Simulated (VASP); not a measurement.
# ZrB (Pm-3m) in VASP: notebook, part 2 of 2

VASP 6.6.1. The steps go on from the part before.

**3. Single point, r2SCAN**

This run uses another cell than the first one, of 13.89 Å³/atom, 1.090 times its volume.

The input, POSCAR:

```
ZrB
1.0
    3.0286718549      0.0000000000      0.0000000000
    0.0000000000      3.0286718549      0.0000000000
    0.0000000000      0.0000000000      3.0286718549
Zr B
1 1
Direct
    0.0000000000      0.0000000000      0.0000000000
    0.5000000000      0.5000000000      0.5000000000
```

The input, INCAR.step1:

```
SYSTEM = ZrB
PREC = Accurate
ENCUT = 520
ISMEAR = 0
SIGMA = 0.1
LREAL = .False.
LASPH = .True.
NELM = 100
NBANDS = 14
GGA = PE
ALGO = Normal
EDIFF = 1E-4
LWAVE = .True.
LCHARG = .False.
```

The input, INCAR.step2:

```
SYSTEM = ZrB
PREC = Accurate
ENCUT = 520
EDIFF = 1E-6
ISMEAR = 0
SIGMA = 0.1
LREAL = .False.
LASPH = .True.
NELM = 100
ALGO = Normal
ISIF = 2
LWAVE = .False.
LCHARG = .False.
METAGGA = R2SCAN
LMIXTAU = .True.
NBANDS = 14
ISTART = 1
```

The input, KPOINTS:

```
regular mesh
0
Gamma
  6 6 6
  0 0 0
```

Potentials or basis: VASP PAW PBE potentials, release 64 (Zr_sv, B).

Run with:

```console
$ cat potpaw_PBE.64/Zr_sv/POTCAR potpaw_PBE.64/B/POTCAR > POTCAR
$ cp INCAR.step1 INCAR
$ mpirun -np 1 vasp_std > vasp.out
$ cp INCAR.step2 INCAR
$ mpirun -np 1 vasp_std > vasp.out
```

OUTCAR:

```text
SYSTEM = ZrB
   PREC = Accurate
   ENCUT = 520
   EDIFF = 1E-6
   ISMEAR = 0
   LREAL = .False.
   LASPH = .True.
   NELM = 100
   ISIF = 2
   METAGGA = R2SCAN
   ISTART = 1

 ion  position               nearest neighbor table
   1  0.000  0.000  0.000-   2 2.62   2 2.62   2 2.62   2 2.62   2 2.62   2 2.62   2 2.62   2 2.62

   2  0.500  0.500  0.500-   1 2.62   1 2.62   1 2.62   1 2.62   1 2.62   1 2.62   1 2.62   1 2.62

  LATTYP: Found a simple cubic cell.
 ALAT       =     3.0286718549

  Lattice vectors:

 A1 = (   3.0286718549,   0.0000000000,   0.0000000000)
 A2 = (   0.0000000000,   3.0286718549,   0.0000000000)
 A3 = (   0.0000000000,   0.0000000000,   3.0286718549)

Analysis of symmetry for initial positions (statically):
=====================================================================
 Subroutine PRICEL returns:
 Original cell was already a primitive cell.

 Routine SETGRP: Setting up the symmetry group for a
 simple cubic supercell.

 Subroutine GETGRP returns: Found 48 space group operations
 (whereof 48 operations were pure point group operations)
 out of a pool of 48 trial point group operations.

[... 173 lines left out ...]
      6       7.5586      2.00000
      7       7.5586      2.00000
      8      12.1649      0.00000
      9      12.1649      0.00000
     10      12.1649      0.00000
     11      14.3161      0.00000
     12      14.3161      0.00000
     13      14.3161      0.00000
     14      20.6826      0.00000
[... 309 lines left out ...]
      1     -40.6170      2.00000
      2     -18.4990      2.00000
      3     -18.4990      2.00000
      4     -18.4990      2.00000
      5       4.6109      2.00000
      6       4.6109      2.00000
      7       4.6109      2.00000
      8       6.1019      2.00000
      9      16.4811      0.00000
     10      16.4811      0.00000
     11      17.6090      0.00000
     12      17.6090      0.00000
     13      17.6090      0.00000
     14      19.2977      0.00000

------------------------ aborting loop because EDIFF is reached ----------------------------------------

  FORCE on cell =-STRESS in cart. coord.  units (eV):
  Direction    XX          YY          ZZ          XY          YZ          ZX
  --------------------------------------------------------------------------------------
  -------------------------------------------------------------------------------------
  Total        0.0207336      0.0207336      0.0207336     -0.0000000      0.0000000     -0.0000000
  in kB        1.1957176      1.1957176      1.1957176     -0.0000000      0.0000000     -0.0000000
  external PRESSURE =       1.1957176 kB  Pullay stress =       0.0000000 kB

 VOLUME and BASIS-vectors are now :
 -----------------------------------------------------------------------------
  energy-cutoff  :      520.00
  volume of cell :       27.78
      direct lattice vectors                 reciprocal lattice vectors
     3.028671855  0.000000000  0.000000000     0.330177731  0.000000000  0.000000000
     0.000000000  3.028671855  0.000000000     0.000000000  0.330177731  0.000000000
     0.000000000  0.000000000  3.028671855     0.000000000  0.000000000  0.330177731

 POSITION                                       TOTAL-FORCE (eV/Angst)
 -----------------------------------------------------------------------------------
      0.00000      0.00000      0.00000         0.000000      0.000000      0.000000
      1.51434      1.51434      1.51434         0.000000      0.000000      0.000000
 -----------------------------------------------------------------------------------
    total drift:                                0.000000      0.000000      0.000000

  FREE ENERGIE OF THE ION-ELECTRON SYSTEM (eV)
  ---------------------------------------------------
  free  energy   TOTEN  =       -29.8268998522 eV

  energy  without entropy=      -29.8147137860  energy(sigma->0) =      -29.82080682
```

OUTCAR.step1:

```text
SYSTEM = ZrB
   PREC = Accurate
   ENCUT = 520
   ISMEAR = 0
   LREAL = .False.
   LASPH = .True.
[... 557 lines left out ...]
      0.00000      0.00000      0.00000         0.000000      0.000000      0.000000
      1.51434      1.51434      1.51434         0.000000      0.000000      0.000000
 -----------------------------------------------------------------------------------
    total drift:                               -0.000000      0.000000      0.000000

  FREE ENERGIE OF THE ION-ELECTRON SYSTEM (eV)
  ---------------------------------------------------
  free  energy   TOTEN  =       -14.9496298531 eV

  energy  without entropy=      -14.9356811491  energy(sigma->0) =      -14.94265550
```

OSZICAR.step1:

```text
N       E                     dE             d eps       ncg     rms          rms(c)
DAV:   1     0.993332553391E+02    0.99333E+02   -0.79601E+03   560   0.104E+03
DAV:   2    -0.130649688385E+02   -0.11240E+03   -0.10717E+03   728   0.282E+02
DAV:   3    -0.166953827637E+02   -0.36304E+01   -0.35991E+01   880   0.435E+01
DAV:   4    -0.167458956559E+02   -0.50513E-01   -0.50459E-01   664   0.502E+00
DAV:   5    -0.167465363020E+02   -0.64065E-03   -0.64062E-03   830   0.413E-01    0.155E+01
DAV:   6    -0.149787121388E+02    0.17678E+01   -0.30273E+00   602   0.151E+01    0.558E+00
DAV:   7    -0.149522998575E+02    0.26412E-01   -0.23478E-01   650   0.350E+00    0.391E+00
DAV:   8    -0.149499024962E+02    0.23974E-02   -0.36232E-02   712   0.167E+00    0.574E-01
DAV:   9    -0.149494852547E+02    0.41724E-03   -0.25755E-03   688   0.343E-01    0.186E-01
DAV:  10    -0.149496421121E+02   -0.15686E-03   -0.48103E-04   632   0.240E-01    0.238E-02
DAV:  11    -0.149496298531E+02    0.12259E-04   -0.22249E-05   316   0.531E-02
   1 F= -.14949630E+02 E0= -.14942656E+02  d E =-.139487E-01
```

Run time: 12 s. Hardware: 1 thread of Intel Xeon 6975P-C (Granite Rapids), shared host; peak memory 0.14 GiB.

What came out:

```
Free energy            : -29.8269 eV
Pressure               : 0.1 GPa
Band gap on the k mesh : none (metal or under the smearing width)
```

Levels at points of the mesh, in eV from the Fermi level:
```csv
k point,band 4,band 5,band 6,band 7,band 8,band 9,band 10,band 11
"(0.00, 0.00, 0.00)",-27.51,-10.50,-2.10,-2.10,2.50,2.50,2.50,4.65
"(0.50, 0.00, 0.00)",-27.41,-6.98,-5.74,-1.01,-0.49,-0.49,5.09,6.11
"(0.50, 0.50, 0.00)",-27.33,-7.81,-2.02,-2.02,-0.98,2.23,2.23,3.75
"(0.50, 0.50, 0.50)",-28.16,-5.05,-5.05,-5.05,-3.56,6.82,6.82,7.95
```

Caveat: the PAW data sets were made with another functional, which shifts forces and pressure a little.
